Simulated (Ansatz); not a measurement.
Tc in Ansatz: convergence with cutoff

Input of the first run (cutoff 80 eV); the others differ in this setting and in those tied to it:

File input.yaml:

```yaml
crystal:
  lattice:
    - [2.74, 0.0, 0.0]
    - [-1.37, 2.3729096064, 0.0]
    - [0.0, 0.0, 4.398]
  atoms:
    - { symbol: Tc, position: [0.6666666667, 0.3333333333, 0.75] }
    - { symbol: Tc, position: [0.3333333333, 0.6666666667, 0.25] }
kpoints:
  mp_grid: { grid: [11, 11, 6] }
scf:
  occupations: { method: fermi_dirac, width: 0.05 }
hamiltonian:
  xc: pbesol
  pseudopotentials: { kind: all_electron, lapw: { basis_error: 0.001 } }
output:
  forces: true
  stress: true
  eigenvalues: true
basis:
  ecutwfc: 80
```

Potentials or basis: all-electron LAPW, scalar-relativistic.

Command:

```sh
$ ansatz run input.yaml --threads 1 --pin off --max-ram 3072MiB --backend cpu --events-out ev --progress --plain --runs-dir out
```

Hardware: 1 thread of Intel(R) Xeon(R) Processor @ 2.50GHz (Skylake/Cascade Lake), on a shared host.

Q: The values tried are 80 eV, 110 eV, 140 eV, 180 eV, 230 eV, 290 eV, 360 eV, 450 eV, 560 eV, loosest first. From which on does the energy stay within 1 meV/atom of the tightest run that finished?

A: From 230 eV on.

```tsv
cutoff	energy less the tightest run, at zero smearing (meV/atom)	pressure (GPa)	SCF cycles	CPU time (s)	peak memory (GiB)
80 eV	610.66	0.10	8	23	0.34
110 eV	123.10	-5.24	8	26	0.35
140 eV	25.36	-6.35	8	30	0.36
180 eV	4.50	-6.53	8	29	0.38
230 eV	0.52	-6.56	8	37	0.39
290 eV	0.04	-6.57	8	43	0.41
360 eV	-0.01	-6.57	8	49	0.44
450 eV	-0.01	-6.57	8	60	0.51
560 eV	0.00	-6.57	8	86	0.64
```

Against the tightest run, the pressure stays within 0.1 GPa from 180 eV on. The tightest run that finished is the yardstick and may itself not be fully converged.
